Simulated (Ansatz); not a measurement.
# Structure relaxation of SbS₂

Theory: DFT PBE, scalar-relativistic, plane waves, PAW in Ansatz 0.2.0. Cutoff 420 eV, Γ-centred k mesh, Gaussian smearing, no spin polarisation in the final step.

The start puts SbS₂ on the cadmium chloride structure type (R-3m, No. 166), with Sb in place of Cd, S in place of Cl, at a guessed volume.

```xyz
3
Lattice="1.9053 1.1000 5.7546 -1.9053 1.1000 5.7546 0.0000 -2.2001 5.7546" Properties=species:S:1:pos:R:3 pbc="T T T"
Sb    0.0000    0.0000    0.0000
S     0.0000    0.0000   12.9478
S     0.0000    0.0000    4.3159
```

Cell and atoms relax at zero pressure; the relaxation can't lower the symmetry of the start. After a coarse first stage the cell is made exact in the group found at 0.06 Å.

Formation energies are uncorrected and refer to the elements' standard structures at the same level.

Task: Describe the relaxed structure.

Result: It keeps R-3m (No. 166). The result still has the cadmium chloride structure. Conventional cell: a = 3.750 Å, c = 18.817 Å. Around Sb lie 6 S at 2.66 Å; S is coordinated by 3 Sb at 2.66 Å.

Space group R-3m:H (No. 166). a = 3.750 Å, b = 3.750 Å, c = 18.817 Å, α = 90.00°, β = 90.00°, γ = 120.00°
| atom | site | symmetry | x | y | z |
| --- | --- | --- | --- | --- | --- |
| Sb | 3a | -3m | 0.0000 | 0.0000 | 0.0000 |
| S | 6c | 3m | 0.0000 | 0.0000 | 0.7490 |

Task: What are its volume, energy, density and gap?

Result: The volume per atom is 25.5 Å³ and the density is 4.0 g/cm³. The energy over the elements is -0.10 eV/atom. The gap on the 12×12×12 mesh is 0 eV (a metal).

The final run used a 12×12×12 mesh on its 3-atom cell and 0.10 eV smearing. For metals, differences of a few meV/atom aren't resolved. Weakly bound directions are ill-defined at this level, which has no dispersion term. Spin–orbit coupling is left out. A structure relaxed within its symmetry needn't be a true minimum.

Cost: 3 runs of about 1.8 core-minutes in all, on Arm Neoverse V1 (shared hosts).